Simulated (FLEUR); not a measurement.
The system is C.

```
C
1.0
     0.00000    1.78337    1.78337
     1.78337    0.00000    1.78337
     1.78337    1.78337    0.00000
C
2
Direct
  0.75000 0.75000 0.75000
  0.50000 0.50000 0.50000
```

This isn't the form of C at room conditions, which is graphite.

Program: FLEUR MaX-R8.1 (patched build s14). Alike in all runs: potentials or basis all-electron, FLAPW; no spin polarisation; cell as given; smearing fermi-dirac 0.05 eV.

Q: Order these runs on this cell by their band gap on the k mesh, lowest first.
A. level PBE0; k mesh 6 × 6 × 6; gmax 16.5 1/bohr; lmax C 8; max iterations 30; density convergence 0.0001 me/bohr^3; kmax 5.33 1/bohr; mesh quality coarse
B. level LDA (Perdew-Zunger); k mesh 13 × 13 × 13; gmax 15.6 1/bohr; lmax C 5; max iterations 60; density convergence 1e-05 me/bohr^3; kmax 5.04 1/bohr; mesh quality not flagged
C. level HSE06; k mesh 6 × 6 × 6; gmax 16.1 1/bohr; lmax C 8; max iterations 30; density convergence 0.0001 me/bohr^3; kmax 5.19 1/bohr; mesh quality coarse

A: B (4.11 eV), C (5.32 eV), A (6.10 eV).

Caveats: some runs use coarse meshes; core states are solved in the semilocal potential (some runs).

A k mesh can miss the band edges, odd and even meshes differently.

Runs at the PBE level aren't shown here.
